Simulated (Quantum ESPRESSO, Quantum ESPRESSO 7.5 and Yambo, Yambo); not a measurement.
# CuI (Marshite): G0W0 with Yambo, start to end

Wanted: ground state, empty states, screening and self-energy for CuI (Marshite).

Program: Quantum ESPRESSO 7.5 and Yambo 5.3.0. Level of theory: PBE and many-body steps on it, plane waves. Results are calculated unless marked as measured.

The database entry behind the starting cell differs from later determinations by our own check (about 0.15 % long (mineral sample)), so it need not match the best structure at ambient conditions.

In doubt: a PseudoDojo file used here is known to give poor structures and forces, which bears on pressures, cells, forces and phonons.

## 1. Set-up

Symmetry: F-43m, No. 216, cubic system. The conventional cell has a = 6.063 Å, b = 6.063 Å, c = 6.063 Å, α = 90.00°, β = 90.00°, γ = 90.00°. Cu has 4 I at 2.63 Å nearest. I has 4 Cu at 2.63 Å nearest. Farther neighbours and most contacts between anions are not listed.

The cell and positions come from the Crystallography Open Database and are kept as given unless a step says otherwise.

## 2. Ground state

This step: Quantum ESPRESSO 7.5; DFT, PBE with spin-orbit coupling, plane waves, norm-conserving pseudopotentials.

The ground-state density comes first.

Input file pw.in:

```
&control
  calculation = 'scf'
  prefix = 'x'
  outdir = 'o'
  pseudo_dir = 'pseudo'
/
&system
  ibrav = 0
  nat = 2
  ntyp = 2
  ecutwfc = 84.0
  nbnd = 46
  force_symmorphic = .true.
  noncolin = .true.
  lspinorb = .true.
/
&electrons
  conv_thr = 1e-10
  electron_maxstep = 80
  mixing_beta = 0.5
/
ATOMIC_SPECIES
  Cu 63.546 Cu.upf
  I 126.9 I.upf
CELL_PARAMETERS angstrom
  0.0000000000 3.0315000000 3.0315000000
  3.0315000000 -0.0000000000 3.0315000000
  3.0315000000 3.0315000000 0.0000000000
ATOMIC_POSITIONS crystal
  Cu 0.2500000000 0.2500000000 0.2500000000
  I 0.0000000000 0.0000000000 0.0000000000
K_POINTS automatic
  6 6 6 0 0 0
```

Run with:

```console
OMP_NUM_THREADS=1 mpirun -n 4 pw.x -nk 4 -in pw.in > pw.out
```

The program printed:

```text
Program PWSCF v.7.5 starts

     This program is part of the open-source Quantum ESPRESSO suite
     for quantum simulation of materials; please cite
         "P. Giannozzi et al., J. Phys.:Condens. Matter 21 395502 (2009);
         "P. Giannozzi et al., J. Phys.:Condens. Matter 29 465901 (2017);
         "P. Giannozzi et al., J. Chem. Phys. 152 154105 (2020);
     in publications or presentations arising from this work. More details at
     Message from routine setup:
     using ibrav=0 with symmetry is DISCOURAGED, use correct ibrav instead

     G-vector sticks info

     bravais-lattice index     =            0
     lattice parameter (alat)  =       8.1016  a.u.
     unit-cell volume          =     376.0099 (a.u.)^3
     number of atoms/cell      =            2
     number of atomic types    =            2
     number of electrons       =        36.00
     number of Kohn-Sham states=           46
     kinetic-energy cutoff     =      84.0000  Ry
     charge density cutoff     =     336.0000  Ry
     scf convergence threshold =      1.0E-10
     mixing beta               =       0.5000
     number of iterations used =            8  plain     mixing
     Exchange-correlation= PBE
                           (   1   4   3   4   0   0   0)
     Non magnetic calculation with spin-orbit

     celldm(1)=   8.101612  celldm(2)=   0.000000  celldm(3)=   0.000000
     celldm(4)=   0.000000  celldm(5)=   0.000000  celldm(6)=   0.000000

     crystal axes: (cart. coord. in units of alat)
               a(1) = (   0.000000   0.707107   0.707107 )
               a(2) = (   0.707107  -0.000000   0.707107 )
               a(3) = (   0.707107   0.707107   0.000000 )

     reciprocal axes: (cart. coord. in units 2 pi/alat)
               b(1) = ( -0.707107  0.707107  0.707107 )
               b(2) = (  0.707107 -0.707107  0.707107 )
               b(3) = (  0.707107  0.707107 -0.707107 )
     Pseudo is Norm-conserving + core correction, Zval = 19.0
     Generated using ONCVPSP code by D. R. Hamann
     Using radial grid of 1492 points, 10 beta functions with:
     Pseudo is Norm-conserving + core correction, Zval = 17.0
     Generated using ONCVPSP code by D. R. Hamann
     Using radial grid of 1210 points, 10 beta functions with:
     Cu               19.00    63.54600     Cu( 1.00)
     I                17.00   126.90000     I ( 1.00)

     24 Sym. Ops. (no inversion) found

   Cartesian axes

     site n.     atom                  positions (alat units)
         1        Cu     tau(   1) = (   0.3535534   0.3535534   0.3535534  )
         2        I      tau(   2) = (   0.0000000   0.0000000   0.0000000  )

     number of k points=    16
                       cart. coord. in units 2pi/alat
        k(    1) = (   0.0000000   0.0000000   0.0000000), wk =   0.0046296
        k(    2) = (   0.1178511   0.1178511  -0.1178511), wk =   0.0370370
        k(    3) = (   0.2357023   0.2357023  -0.2357023), wk =   0.0370370
        k(    4) = (  -0.3535534  -0.3535534   0.3535534), wk =   0.0185185
        k(    5) = (   0.2357023   0.0000000  -0.0000000), wk =   0.0277778
        k(    6) = (   0.3535534   0.1178511  -0.1178511), wk =   0.1111111
        k(    7) = (  -0.2357023  -0.4714045   0.4714045), wk =   0.1111111
        k(    8) = (  -0.1178511  -0.3535534   0.3535534), wk =   0.1111111
        k(    9) = (   0.0000000  -0.2357023   0.2357023), wk =   0.0555556
        k(   10) = (   0.4714045   0.0000000  -0.0000000), wk =   0.0277778
     [... 4 further rows ...]
        k(   15) = (  -0.1178511  -0.3535534   0.5892557), wk =   0.1111111
        k(   16) = (  -0.7071068   0.2357023   0.0000000), wk =   0.0555556

     Dense  grid:    39189 G-vectors     FFT dimensions: (  48,  48,  48)

     Initial potential from superposition of free atoms

     starting charge      35.9996, renormalised to      36.0000
     Starting wfcs are   38 randomized atomic wfcs +    8 random wfcs

     per-process dynamical memory:    82.2 Mb

     Self-consistent Calculation

     iteration #  1     ecut=    84.00 Ry     beta= 0.50

     Threshold (ethr) on eigenvalues was too large:
     Diagonalizing with lowered threshold

     total energy              =    -627.53316503 Ry
     estimated scf accuracy    <       0.07157927 Ry

     iteration #  2     ecut=    84.00 Ry     beta= 0.50

     total energy              =    -627.55577258 Ry
     estimated scf accuracy    <       0.06316756 Ry

     iteration #  3     ecut=    84.00 Ry     beta= 0.50

     total energy              =    -627.56434474 Ry
     estimated scf accuracy    <       0.00140187 Ry

     iteration #  4     ecut=    84.00 Ry     beta= 0.50

     total energy              =    -627.56465128 Ry
     estimated scf accuracy    <       0.00103809 Ry

     iteration #  5     ecut=    84.00 Ry     beta= 0.50

     total energy              =    -627.56477995 Ry
     estimated scf accuracy    <       0.00002078 Ry

     iteration #  6     ecut=    84.00 Ry     beta= 0.50

     total energy              =    -627.56479334 Ry
     estimated scf accuracy    <       0.00005493 Ry

     iteration #  7     ecut=    84.00 Ry     beta= 0.50

     total energy              =    -627.56479013 Ry
     estimated scf accuracy    <       0.00001260 Ry

     iteration #  8     ecut=    84.00 Ry     beta= 0.50

     total energy              =    -627.56479333 Ry
     estimated scf accuracy    <       0.00000048 Ry

     iteration #  9     ecut=    84.00 Ry     beta= 0.50

     total energy              =    -627.56479336 Ry
     estimated scf accuracy    <       0.00000011 Ry

     iteration # 10     ecut=    84.00 Ry     beta= 0.50

     total energy              =    -627.56479333 Ry
     estimated scf accuracy    <       0.00000006 Ry

     iteration # 11     ecut=    84.00 Ry     beta= 0.50

     total energy              =    -627.56479335 Ry
     estimated scf accuracy    <          3.3E-10 Ry

     iteration # 12     ecut=    84.00 Ry     beta= 0.50

     End of self-consistent calculation

          k = 0.0000 0.0000 0.0000 (  4909 PWs)   bands (ev):

  -102.9253-102.9253 -62.1029 -62.1029 -59.5189 -59.5189 -59.5189 -59.5189
   -38.2112 -38.2112 -38.2112 -38.2112 -36.5005 -36.5005 -36.4978 -36.4978
   -36.4978 -36.4978  -5.4942  -5.4942   4.4466   4.4466   5.0378   5.0378
     5.0378   5.0378   6.7026   6.7026   6.7026   6.7026   8.2821   8.2821
     8.7029   8.7029   8.7029   8.7029   9.6454   9.6454  13.3545  13.3545
    13.4315  13.4315  13.4315  13.4315  16.8200  16.8200

          k = 0.1179 0.1179-0.1179 (  4870 PWs)   bands (ev):

  -102.9253-102.9253 -62.1028 -62.1028 -59.5188 -59.5188 -59.5188 -59.5188
   -38.2112 -38.2111 -38.2111 -38.2111 -36.5004 -36.5004 -36.4978 -36.4978
   -36.4978 -36.4977  -5.3689  -5.3689   4.1589   4.1589   4.8294   4.8294
     5.0375   5.0606   6.6705   6.6771   6.6771   6.7364   7.6914   7.6914
     8.2501   8.2501   8.4598   8.5122  10.5827  10.5827  13.4072  13.4072
    13.7274  13.7274  13.7839  13.7971  17.3693  17.3733

          k = 0.2357 0.2357-0.2357 (  4879 PWs)   bands (ev):

  -102.9253-102.9253 -62.1028 -62.1028 -59.5188 -59.5188 -59.5188 -59.5188
   -38.2111 -38.2111 -38.2110 -38.2110 -36.5003 -36.5003 -36.4979 -36.4979
   -36.4976 -36.4976  -5.0936  -5.0936   3.2959   3.2959   4.7310   4.7310
     5.0517   5.0764   6.6368   6.6368   6.6969   6.7781   7.0451   7.0451
     7.9349   7.9349   8.0660   8.1304  10.7586  10.7586  13.9916  13.9916
    14.0331  14.0444  14.9431  14.9431  17.2865  17.2865

          k =-0.3536-0.3536 0.3536 (  4910 PWs)   bands (ev):

     [... further k-points ...]

     highest occupied, lowest unoccupied level (ev):     8.7029    9.6454

!    total energy              =    -627.56479335 Ry
     estimated scf accuracy    <          7.2E-11 Ry

     The total energy is the sum of the following terms:
     one-electron contribution =    -446.42582434 Ry
     hartree contribution      =     232.13074601 Ry
     xc contribution           =    -107.94668482 Ry
     ewald contribution        =    -305.32303020 Ry

     convergence has been achieved in  12 iterations

     XML data file, charge density, pseudopotentials, collected wavefunctions

=------------------------------------------------------------------------------=
   JOB DONE.
=------------------------------------------------------------------------------=
```

Run time: 34 s. Hardware: 4 MPI ranks of Arm Neoverse V2, shared host; peak memory 0.63 GiB.

This step gave:

* total energy: -8538.4540 eV
* gap: 0.9425 eV
* k of the valence top: 0, 0, 0
* k of the conduction bottom: 0, 0, 0
* least direct gap: 0.9425 eV

The gap is direct, at Γ.

## 3. Bands along the symmetry lines

The cheap functional maps the bands first; the places of the edges decide which points the dearer methods must see.

Input file pw.in:

```
&control
  calculation = 'bands'
  prefix = 'x'
  outdir = 'o'
  pseudo_dir = 'pseudo'
/
&system
  ibrav = 0
  nat = 2
  ntyp = 2
  ecutwfc = 84.0
  nbnd = 48
  force_symmorphic = .true.
  noncolin = .true.
  lspinorb = .true.
/
&electrons
  conv_thr = 1e-9
  electron_maxstep = 80
  diago_full_acc = .true.
  diago_thr_init = 5e-6
/
ATOMIC_SPECIES
  Cu 63.546 Cu.upf
  I 126.9 I.upf
CELL_PARAMETERS angstrom
  0.0000000000 3.0315000000 3.0315000000
  3.0315000000 -0.0000000000 3.0315000000
  3.0315000000 3.0315000000 0.0000000000
ATOMIC_POSITIONS crystal
  Cu 0.2500000000 0.2500000000 0.2500000000
  I 0.0000000000 0.0000000000 0.0000000000
K_POINTS crystal
  50
  0.00000000 0.00000000 0.00000000 1
  -0.06250000 -0.06250000 0.00000000 1
  -0.12500000 -0.12500000 0.00000000 1
  -0.18750000 -0.18750000 0.00000000 1
  -0.25000000 -0.25000000 0.00000000 1
  -0.31250000 -0.31250000 0.00000000 1
  -0.37500000 -0.37500000 0.00000000 1
  -0.43750000 -0.43750000 0.00000000 1
  -0.50000000 -0.50000000 0.00000000 1
  -0.48437500 -0.48437500 0.03125000 1
  -0.46875000 -0.46875000 0.06250000 1
  -0.45312500 -0.45312500 0.09375000 1
  -0.43750000 -0.43750000 0.12500000 1
  -0.42187500 -0.42187500 0.15625000 1
  -0.40625000 -0.40625000 0.18750000 1
  -0.39062500 -0.39062500 0.21875000 1
  -0.37500000 -0.37500000 0.25000000 1
  -0.37500000 0.00000000 0.37500000 1
  -0.32812500 0.00000000 0.32812500 1
  -0.28125000 0.00000000 0.28125000 1
  -0.23437500 0.00000000 0.23437500 1
  -0.18750000 0.00000000 0.18750000 1
  -0.14062500 0.00000000 0.14062500 1
  -0.09375000 0.00000000 0.09375000 1
  -0.04687500 0.00000000 0.04687500 1
  0.00000000 0.00000000 0.00000000 1
  0.00000000 0.00000000 0.06250000 1
  0.00000000 0.00000000 0.12500000 1
  0.00000000 0.00000000 0.18750000 1
  0.00000000 0.00000000 0.25000000 1
  0.00000000 0.00000000 0.31250000 1
  0.00000000 0.00000000 0.37500000 1
  0.00000000 0.00000000 0.43750000 1
  -0.00000000 0.00000000 0.50000000 1
  -0.06250000 -0.03125000 0.46875000 1
  -0.12500000 -0.06250000 0.43750000 1
  -0.18750000 -0.09375000 0.40625000 1
  -0.25000000 -0.12500000 0.37500000 1
  -0.31250000 -0.15625000 0.34375000 1
  -0.37500000 -0.18750000 0.31250000 1
  -0.43750000 -0.21875000 0.28125000 1
  -0.50000000 -0.25000000 0.25000000 1
  -0.50000000 -0.28125000 0.21875000 1
  -0.50000000 -0.31250000 0.18750000 1
  -0.50000000 -0.34375000 0.15625000 1
  -0.50000000 -0.37500000 0.12500000 1
  -0.50000000 -0.40625000 0.09375000 1
  -0.50000000 -0.43750000 0.06250000 1
  -0.50000000 -0.46875000 0.03125000 1
  -0.50000000 -0.50000000 0.00000000 1
```

The program printed:

```text
[banner, memory and clock lines left out]
Program PWSCF v.7.5 starts

     Atomic positions and unit cell read from directory:
     o/x.save/

     Message from routine setup:
     using ibrav=0 with symmetry is DISCOURAGED, use correct ibrav instead

     G-vector sticks info

     bravais-lattice index     =            0
     lattice parameter (alat)  =       8.1016  a.u.
     unit-cell volume          =     376.0099 (a.u.)^3
     number of atoms/cell      =            2
     number of atomic types    =            2
     number of electrons       =        36.00
     number of Kohn-Sham states=           48
     kinetic-energy cutoff     =      84.0000  Ry
     charge density cutoff     =     336.0000  Ry
     Exchange-correlation= PBE
                           (   1   4   3   4   0   0   0)
     Non magnetic calculation with spin-orbit

     celldm(1)=   8.101612  celldm(2)=   0.000000  celldm(3)=   0.000000
     celldm(4)=   0.000000  celldm(5)=   0.000000  celldm(6)=   0.000000

     crystal axes: (cart. coord. in units of alat)
               a(1) = (   0.000000   0.707107   0.707107 )
               a(2) = (   0.707107  -0.000000   0.707107 )
               a(3) = (   0.707107   0.707107   0.000000 )

     reciprocal axes: (cart. coord. in units 2 pi/alat)
               b(1) = ( -0.707107  0.707107  0.707107 )
               b(2) = (  0.707107 -0.707107  0.707107 )
               b(3) = (  0.707107  0.707107 -0.707107 )
     Pseudo is Norm-conserving + core correction, Zval = 19.0
     Generated using ONCVPSP code by D. R. Hamann
     Using radial grid of 1492 points, 10 beta functions with:
     Pseudo is Norm-conserving + core correction, Zval = 17.0
     Generated using ONCVPSP code by D. R. Hamann
     Using radial grid of 1210 points, 10 beta functions with:
     Cu               19.00    63.54600     Cu( 1.00)
     I                17.00   126.90000     I ( 1.00)

     24 Sym. Ops. (no inversion) found

   Cartesian axes

     site n.     atom                  positions (alat units)
         1        Cu     tau(   1) = (   0.3535534   0.3535534   0.3535534  )
         2        I      tau(   2) = (   0.0000000   0.0000000   0.0000000  )

     number of k points=    50
                       cart. coord. in units 2pi/alat
        k(    1) = (   0.0000000   0.0000000   0.0000000), wk =   0.0200000
        k(    2) = (   0.0000000   0.0000000  -0.0883883), wk =   0.0200000
        k(    3) = (   0.0000000   0.0000000  -0.1767767), wk =   0.0200000
[...]
[... 38 further rows ...]
        k(   49) = (   0.0441942  -0.0000000  -0.7071068), wk =   0.0200000
        k(   50) = (   0.0000000   0.0000000  -0.7071068), wk =   0.0200000

     Dense  grid:    39189 G-vectors     FFT dimensions: (  48,  48,  48)

     The potential is recalculated from file :
     o/x.save/charge-density

     Starting wfcs are   38 randomized atomic wfcs +   10 random wfcs

     Band Structure Calculation

     End of band structure calculation

          k = 0.0000 0.0000 0.0000 (  4909 PWs)   bands (ev):

  -102.9251-102.9251 -62.1027 -62.1027 -59.5187 -59.5187 -59.5187 -59.5187
   -38.2112 -38.2112 -38.2112 -38.2112 -36.5005 -36.5005 -36.4978 -36.4978
   -36.4978 -36.4978  -5.4942  -5.4942   4.4466   4.4466   5.0378   5.0378
     5.0378   5.0378   6.7027   6.7027   6.7027   6.7027   8.2822   8.2822
[...]
k = 0.0000 0.0000-0.0884 (  4925 PWs)   bands (ev):

  -102.9251-102.9251 -62.1027 -62.1027 -59.5187 -59.5187 -59.5187 -59.5187
[...]
k = 0.0000 0.0000-0.1768 (  4897 PWs)   bands (ev):

  -102.9251-102.9251 -62.1027 -62.1027 -59.5187 -59.5187 -59.5186 -59.5186
[...]
k =-0.0000 0.0000-0.2652 (  4905 PWs)   bands (ev):

[...]
k = 0.0000 0.0000-0.3536 (  4865 PWs)   bands (ev):

[...]
k = 0.0000-0.0000-0.4419 (  4897 PWs)   bands (ev):

[...]
k =-0.0000 0.0000-0.5303 (  4884 PWs)   bands (ev):

[...]
k = 0.0000-0.0000-0.6187 (  4888 PWs)   bands (ev):

[...]
k = 0.5303-0.0000-0.5303 (  4914 PWs)   bands (ev):

[...]
k = 0.0000 0.0000 0.0000 (  4909 PWs)   bands (ev):

[...]
k = 0.1326 0.0000-0.7071 (  4890 PWs)   bands (ev):

[...]
k = 0.0884-0.0000-0.7071 (  4884 PWs)   bands (ev):

[...]
k = 0.0442-0.0000-0.7071 (  4882 PWs)   bands (ev):

  -102.9251-102.9251 -62.1026 -62.1026 -59.5186 -59.5186 -59.5186 -59.5186
[...]
k = 0.0000 0.0000-0.7071 (  4880 PWs)   bands (ev):

  -102.9251-102.9251 -62.1026 -62.1026 -59.5186 -59.5186 -59.5186 -59.5186
[...]
7.0226   7.0226   7.1578   7.1578  11.2402  11.2403  11.4240  11.4240
    17.5409  17.5409  18.3751  18.3751  18.4653  18.4653  20.0630  20.0631

     XML data file, pseudopotentials, collected wavefunctions
```

The job ended after 26 s (4 MPI ranks; peak memory 0.42 GiB; 1.8 min of CPU time).

Numbers from this step:

```
gap                        : 0.9424 eV
k of the valence top       : 0, 0, 0
k of the conduction bottom : 0, 0, 0
least direct gap           : 0.9424 eV
```

The gap is 0.942 eV, as in the run before at this level.

The electronic bands at the labelled points (eV, zero at the top of the highest filled band):

```csv
point,band 33,band 34,band 35,band 36,band 37,band 38,band 39,band 40
Γ,0.00,0.00,0.00,0.00,0.94,0.94,4.65,4.65
halfway,-1.09,-1.09,-0.94,-0.94,3.03,3.03,3.21,3.21
X,-1.68,-1.68,-1.55,-1.55,2.54,2.54,2.72,2.72
halfway,-1.75,-1.60,-1.52,-1.48,2.69,2.70,3.15,3.26
U,-1.75,-1.56,-1.41,-1.33,2.90,2.92,4.32,4.54
jump to K,-1.75,-1.56,-1.41,-1.33,2.90,2.92,4.32,4.54
halfway,-1.24,-1.17,-0.56,-0.51,2.84,3.00,4.77,4.85
Γ,0.00,0.00,0.00,0.00,0.94,0.94,4.65,4.65
halfway,-0.62,-0.62,-0.45,-0.38,2.08,2.08,5.20,5.20
L,-0.91,-0.91,-0.79,-0.79,1.96,1.96,5.23,5.23
halfway,-1.46,-1.40,-1.17,-1.11,3.21,3.38,4.50,4.51
W,-1.72,-1.71,-1.42,-1.33,4.05,4.47,4.47,4.54
halfway,-1.72,-1.68,-1.49,-1.41,3.16,3.22,3.29,3.40
X,-1.68,-1.68,-1.55,-1.55,2.54,2.54,2.72,2.72
```

[end of part 1 of 3]

[Paths, hosts, dates, memory and timing lines, banners, echoed tables and standing remarks are left out of the program output.]

[Logs are printed without paths, hosts, clocks, repeated set-up lines and the standing remarks that a program may print on its own settings, such as how far it seeks lower states.]

[Runs of the session that timed out or met a known fault of the program may be left out.]

[Hosts, paths, dates, database ids (printed as entryN), source tags and the programs' standing remarks are cut or masked in the printed files.]
